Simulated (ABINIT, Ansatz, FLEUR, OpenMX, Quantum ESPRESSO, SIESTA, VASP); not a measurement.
One calculation of Lu, 8 ways

```xyz
2
Lattice="3.5031 0.0000 0.0000 -1.7515 3.0338 0.0000 0.0000 0.0000 5.5509" Properties=species:S:1:pos:R:3 pbc="T T T"
Lu    1.7575    1.0135    4.1754
Lu    0.0088    2.0001    1.3814
```

Atoms were shifted at random by some hundredths of an Å from the given cell, which wasn't relaxed again for these runs.

Alike in all runs: task single point; functional PBE; k mesh 9 × 9 × 5; occupations fermi-dirac, width 0.05 eV; no spin polarisation; no spin-orbit coupling. Pressure is positive in compression and, in plane waves, holds the error of the finite cutoff, which Ansatz's Pulay term estimates and takes out.

```json
{"program and potentials": "FLEUR, all-electron, FLAPW", "plane-wave cutoff (eV)": "-", "notes": "-", "pressure (GPa)": "-", "largest force (eV/Å)": "0.084", "energy over the undisturbed cell (meV/atom)": "0.54"}
{"program and potentials": "OpenMX, OpenMX 2013 PBE set, Lu8.0-s3p2d2f1, grid cutoff 300 Ry", "plane-wave cutoff (eV)": "-", "notes": "atomic basis; 11 valence electrons an atom on average", "pressure (GPa)": "1.03", "largest force (eV/Å)": "0.087", "energy over the undisturbed cell (meV/atom)": "0.50"}
{"program and potentials": "Ansatz, Ansatz PAW (earlier soft set)", "plane-wave cutoff (eV)": "420", "notes": "25 valence electrons an atom on average; Pulay term of +0.05 GPa included", "pressure (GPa)": "-0.51", "largest force (eV/Å)": "0.084", "energy over the undisturbed cell (meV/atom)": "0.53"}
{"program and potentials": "Ansatz, all-electron LAPW, scalar-relativistic", "plane-wave cutoff (eV)": "-", "notes": "-", "pressure (GPa)": "-0.51", "largest force (eV/Å)": "0.084", "energy over the undisturbed cell (meV/atom)": "-"}
{"program and potentials": "SIESTA, files PseudoDojo sr-pbe-0.4.1-standard, DZP (energy shift 0.003 Ry; two zetas on semicore shells)", "plane-wave cutoff (eV)": "-", "notes": "atomic basis; 25 valence electrons an atom on average", "pressure (GPa)": "-1.04", "largest force (eV/Å)": "0.090", "energy over the undisturbed cell (meV/atom)": "0.54"}
{"program and potentials": "ABINIT, JTH PAW PBE v2.0", "plane-wave cutoff (eV)": "626", "notes": "25 valence electrons an atom on average", "pressure (GPa)": "-1.20", "largest force (eV/Å)": "0.088", "energy over the undisturbed cell (meV/atom)": "0.55"}
{"program and potentials": "Quantum ESPRESSO, SSSP 1.3 efficiency PBE", "plane-wave cutoff (eV)": "748", "notes": "25 valence electrons an atom on average", "pressure (GPa)": "-0.61", "largest force (eV/Å)": "0.082", "energy over the undisturbed cell (meV/atom)": "0.53"}
{"program and potentials": "VASP, PBE PAW files Lu, 520 eV", "plane-wave cutoff (eV)": "520", "notes": "25 valence electrons an atom on average", "pressure (GPa)": "-0.39", "largest force (eV/Å)": "0.084", "energy over the undisturbed cell (meV/atom)": "-"}
```

Force on atom 1 (Lu), eV/Å:

```tsv
program and potentials	x	y	z
FLEUR, all-electron, FLAPW	0.004	-0.031	-0.078
OpenMX, OpenMX 2013 PBE set, Lu8.0-s3p2d2f1, grid cutoff 300 Ry	0.009	-0.028	-0.081
Ansatz, Ansatz PAW (earlier soft set)	0.004	-0.031	-0.077
Ansatz, all-electron LAPW, scalar-relativistic	0.004	-0.031	-0.077
SIESTA, files PseudoDojo sr-pbe-0.4.1-standard, DZP (energy shift 0.003 Ry; two zetas on semicore shells)	0.005	-0.032	-0.084
ABINIT, JTH PAW PBE v2.0	0.004	-0.031	-0.082
Quantum ESPRESSO, SSSP 1.3 efficiency PBE	0.004	-0.031	-0.076
VASP, PBE PAW files Lu, 520 eV	0.004	-0.031	-0.078
```

The pressure spans -1.20 (ABINIT, JTH PAW PBE v2.0) to 1.03 GPa (OpenMX, OpenMX 2013 PBE set, Lu8.0-s3p2d2f1, grid cutoff 300 Ry), with all-electron results at -0.51. The pressure on the cell as given of OpenMX, OpenMX 2013 PBE set, Lu8.0-s3p2d2f1, grid cutoff 300 Ry lies far from the others; the cause wasn't traced. Rows in atomic bases carry the error of their basis and grid, which can be large.

Differences between rows come from potentials, basis sets and numerical settings, since the functional is the same but for its coding. Runs on potential files found faulty are left out.
